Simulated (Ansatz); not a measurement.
Crystal: Se.

```
CELL_PARAMETERS angstrom
4.36620 0.00000 0.00000
-2.18310 3.78124 0.00000
0.00000 0.00000 4.95360
ATOMIC_POSITIONS crystal
Se 0.77460 0.77460 0.00000
Se 0.00000 0.22540 0.66667
Se 0.22540 0.00000 0.33333
```

| Quantity | Value |
| --- | --- |
| Program | Ansatz 0.2.0 |
| Task | relaxation of cell and atoms |
| Functional | PBEsol |
| Potentials or basis | Ansatz PAW |
| Cutoff | 420 eV (not typed: the program's choice for these potentials) |
| k mesh | 7 × 7 × 6 |
| Occupations | fermi-dirac, width 0.05 eV |
| Spin | no spin polarisation |

At the start: volume 27.26 Å³/atom.

Q: Where does the relaxation end?

A: It ends after 6 steps and the volume is 24.11 Å³/atom (-11.6 %); space group P3_121 (No. 152, to 0.05 Å).

Step by step:
| step | energy change (eV) | largest force (eV/Å) | volume (Å³) |
| --- | --- | --- | --- |
| 1 | 0.0000 | 0.2873 | 81.78 |
| 2 | -0.0392 | 0.1855 | 76.66 |
| 3 | -0.0695 | 0.1065 | 71.76 |
| 4 | -0.0717 | 0.0075 | 71.74 |
| 5 | -0.0721 | 0.0001 | 72.33 |
| 6 | -0.0713 | 0.0000 | 72.33 |

Final structure:
```
CELL_PARAMETERS angstrom
4.03770 0.00000 0.00000
-2.01885 3.49675 0.00000
0.00000 0.00000 5.12294
ATOMIC_POSITIONS crystal
Se 0.75133 0.75133 0.00000
Se 0.00000 0.24867 0.66667
Se 0.24867 0.00000 0.33333
```

Caveat: the plane-wave basis is chosen anew once the cell has moved, so the energies of steps on either side of that aren't comparable; the volume moved by -12 % from the deposited cell, more than functionals usually miss; the PAW data sets come from PBE, with cores solved anew for the run's functional, which leaves a small shift of forces and pressure.
